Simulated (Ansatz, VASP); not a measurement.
**Se in VASP and in Ansatz**

```
Se
1.0
     4.41248    0.00000    0.00000
    -2.20624    3.82132    0.00000
     0.00000    0.00000    5.01458
Se
3
Direct
  0.21700 0.00000 0.16667
  0.00000 0.21700 0.83333
  0.78300 0.78300 0.50000
```

Change from the starting cell: volume scaled by 1.04, crystal datasets.

Alike in both runs: task electric field gradients; functional PBEsol; k mesh 8 × 8 × 6; occupations fermi-dirac, width 0.02 eV; no spin polarisation.

|  | VASP | Ansatz |
| --- | --- | --- |
| version | VASP 6.6.1 | Ansatz 0.2.0 |
| potentials or method | VASP PAW PBE potentials, release 64 (Se), cutoff 520 eV | all-electron PAW with datasets made for the crystal, scalar-relativistic |

VASP gave:

```
gap on the k mesh at the Fermi level (eV)                      : 1.02
pressure (GPa)                                                 : 0.7
largest component of the traceless stress (GPa)                : 0.60
rms of the force components (eV/Å)                             : 0.346
Vzz of the field gradient on the site that differs most (V/Å²) : -491.2
```

Problem. Which values does Ansatz return?

Solution. gap on the k mesh at the Fermi level (eV): 1.04; pressure (GPa): 0.5; largest component of the traceless stress (GPa): 0.50; rms of the force components (eV/Å): 0.314; Vzz of the field gradient on the site that differs most (V/Å²): -514.4.

Atom by atom the forces differ by 0.031 eV/Å (rms over components). Ansatz ran all-electron here, so the differences hold the error of VASP's frozen core and of both bases.

Caveats: the PAW data sets were made with another functional, which shifts forces and pressure a little (VASP). A k mesh can miss the band edges.
